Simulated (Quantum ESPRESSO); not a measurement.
The system is Ni.

```
Ni
1.0
    -1.38372    1.38372    1.38372
     1.38372   -1.38372    1.38372
     1.38372    1.38372   -1.38372
Ni
1
Direct
  0.00000 0.00000 0.00000
```

This isn't the form of Ni at room conditions, which is fcc.

Base run:

* Program: Quantum ESPRESSO 7.5
* Functional: PBEsol
* Potentials or basis: GBRV 1.5 PBEsol
* Cutoff: 612 eV
* Density cutoff: 4898 eV
* k mesh: 13 × 13 × 13
* Occupations: fermi-dirac, width 0.05 eV
* Spin: collinear spin, ferromagnetic start
* Starting moments: [1.0] μB
* Hubbard terms: Ni d U = 2 eV

Its results: band gap on the k mesh none (metal or under the smearing width); pressure -4.1 GPa; net moment 0.61 μB per cell; site moments Ni +0.65 μB.

Task: After a change of settings the same cell gave: band gap on the k mesh none (metal or under the smearing width); pressure -5.4 GPa; net moment 0.63 μB per cell; site moments Ni +0.68 μB. Which change was it?
A. hubbard terms from Ni d U = 2 eV to none
B. hubbard terms from Ni d U = 2 eV to Ni d U = 5 eV
C. hubbard terms from Ni d U = 2 eV to Ni d U = 1 eV

Result: B.

Caveats: the U is typed as a test and isn't derived for this compound.
